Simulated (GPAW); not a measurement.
Runs of GPAW 26.7.0 on Ni. It takes space group P6_3/mmc (No. 194, hexagonal). Conventional cell: a = 2.448 Å, b = 2.448 Å, c = 4.073 Å, α = 90.00°, β = 90.00°, γ = 120.00°. Ni (site symmetry -6m2) is surrounded by 12 Ni at 2.45 to 2.48 Å. This isn't the form of Ni at room conditions, which is fcc.

| task | level | potentials or basis | k mesh | smearing | band path | band points | eigensolver | mesh quality | pressure (GPa) | moment (μB) |
| --- | --- | --- | --- | --- | --- | --- | --- | --- | --- | --- |
| band structure | SCAN | GPAW PAW data sets (gpaw-data 1.2.1), pw | 8 × 8 × 4 | fermi-dirac 0.05 eV | GMKGALHA,LM,KH | 60 | - | coarse | (a) | 1.56 |
| band structure | PBEsol | PAW data sets generated in the run's folder for this functional, pw | 8 × 8 × 5 | fermi-dirac 0.05 eV | GMKGALHA,LM,KH | 60 | - | coarse | (c) | 1.35 |
| band structure | TPSS | GPAW PAW data sets (gpaw-data 1.2.1), pw | 8 × 8 × 4 | fermi-dirac 0.05 eV | GMKGALHA,LM,KH | 60 | davidson | coarse | (b) | 1.26 |
| band structure | LDA | the program's PAW data sets (release 1.2.1) made for this functional, pw | 8 × 8 × 5 | fermi-dirac 0.05 eV | GMKGALHA,LM,KH | 60 | - | coarse | -8.7 | 1.33 |
| single point | LDA | the program's PAW data sets (release 1.2.1) made for this functional, pw | 12 × 12 × 7 | gaussian 0.1 eV | - | - | - | not flagged | -8.9 | 1.26 |

Alike in all rows: spin collinear, ferromagnetic start; cell as given; cutoff (eV) 600.

Task: Fill in the values left out.

Result: (a) 0.3; (b) 1.6; (c) 0.1.

Caveats: some runs use coarse meshes; the stock nickel data set gives pressures a few GPa off other programs; the PAW data sets were made with another functional, which shifts forces and pressure a little (some runs).

Not every run made on this cell is shown here.
